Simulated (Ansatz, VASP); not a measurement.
# V in VASP and in Ansatz

The input INCAR:

```
ALGO     = Fast           # electronic algorithm
EDIFF    = 1E-6           # SCF threshold, eV
ENCUT    = 520            # plane-wave cutoff, eV
GGA      = PS             # functional
ISIF     = 2              # what is computed and relaxed
ISMEAR   = 0              # smearing method
LASPH    = True           # aspherical terms in the spheres
LCHARG   = False          # write CHGCAR
LREAL    = False          # projectors in reciprocal space
LWAVE    = False          # write WAVECAR
NBANDS   = 20             # bands
NELM     = 100            # most SCF steps
PREC     = Accurate       # precision mode
SIGMA    = 0.15           # smearing width, eV
```

The input KPOINTS:

```
k-points
0
Gamma
  21 21 10
```

Contents of POSCAR:

```
V
1.0
    2.5261652796      0.0000000000      0.0000000000
   -1.2630826398      2.1877233063      0.0000000000
    0.0000000000      0.0000000000      4.8650360800
V
2
Direct
    0.6666666667      0.3333333333      0.7500000000
    0.3333333333      0.6666666667      0.2500000000
```

Input for Ansatz:

```yaml
crystal:
  lattice:
    - [2.5261652796, 0.0, 0.0]
    - [-1.2630826398, 2.1877233063, 0.0]
    - [0.0, 0.0, 4.86503608]
  atoms:
    - { symbol: V, position: [0.6666666667, 0.3333333333, 0.75] }
    - { symbol: V, position: [0.3333333333, 0.6666666667, 0.25] }
basis:
  ecutwfc: 420
kpoints:
  mp_grid: { grid: [21, 21, 10] }
hamiltonian:
  xc: pbesol
scf:
  occupations: { method: gaussian, width: 0.15 }
output:
  forces: true
  stress: true
  eigenvalues: true
```

Change from the starting cell: strain -0.030 along x and y, +0.030 along z, atoms carried along.

Alike in both runs: task single point; functional PBEsol; k mesh 21 × 21 × 10; occupations gaussian, width 0.15 eV; no spin polarisation.

|  | VASP | Ansatz |
| --- | --- | --- |
| version | VASP 6.6.1 | Ansatz 0.2.0 |
| potentials or method | VASP PAW PBE potentials, release 64 (V_sv) | scalar-relativistic, plane waves, PAW |
| plane-wave cutoff (eV) | 520 | 420 |
| valence electrons in the cell | 26 | 26 |

```csv
,VASP,Ansatz,Ansatz less VASP
gap on the k mesh at the Fermi level (eV),none,none,-
pressure (GPa),-1.0,-1.1,-0.18
largest component of the traceless stress (GPa),9.03,9.06,+0.030
```

A gap of «none» marks a metal or a gap that the smearing closes. The functional is the same, so the differences come from potentials, cutoffs and numerics.

Caveats: the PAW data sets were made with another functional, which shifts forces and pressure a little (VASP).
